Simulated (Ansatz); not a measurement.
C: frozen-core PAW against all-electron methods

```
C
1.0
     0.00000    1.78037    1.78037
     1.78037    0.00000    1.78037
     1.78037    1.78037    0.00000
C
2
Direct
  0.00000 0.00000 0.00000
  0.25000 0.25000 0.25000
```

Atom numbers follow the list: C1, C2.

The cell is the one relaxed in the Materials Project (mp-66), not relaxed further here; entries there can be hypothetical.

Levels of theory: DFT, LDA, PAW with Ansatz's default frozen-core files, scalar-relativistic (Ansatz 0.2.0); DFT, LDA, all-electron LAPW, scalar-relativistic (Ansatz 0.2.0).

For PAW: a Γ-centred 14×14×14 k mesh, Fermi–Dirac smearing of 0.03 eV, cutoff 420 eV, no spin polarisation; the PAW files were made with PBE, and the program remakes their frozen cores for this functional. LAPW targets a basis error of 0.5 meV/atom. The Ansatz runs share mesh, smearing and spin set-up. Plane-wave (PAW) pressures include the program's estimate of the Pulay term.

Stress and pressure are positive in compression.

Levels count from the top of the valence band.

| quantity | PAW | LAPW |
| --- | --- | --- |
| pressure (GPa) | -10.97 | -10.85 |
| band gap (eV) | 4.115 | 4.116 |
| highest filled level at Γ (eV) | 0.000 | 0.000 |
| lowest empty level at Γ (eV) | 5.554 | 5.561 |
| highest filled level at W (eV) | -8.408 | -8.398 |
| lowest empty level at W (eV) | 10.468 | 10.472 |
| highest filled level at X (eV) | -6.332 | -6.320 |
| lowest empty level at X (eV) | 4.725 | 4.724 |

PAW's pressure differs from the LAPW value by -0.12 GPa.
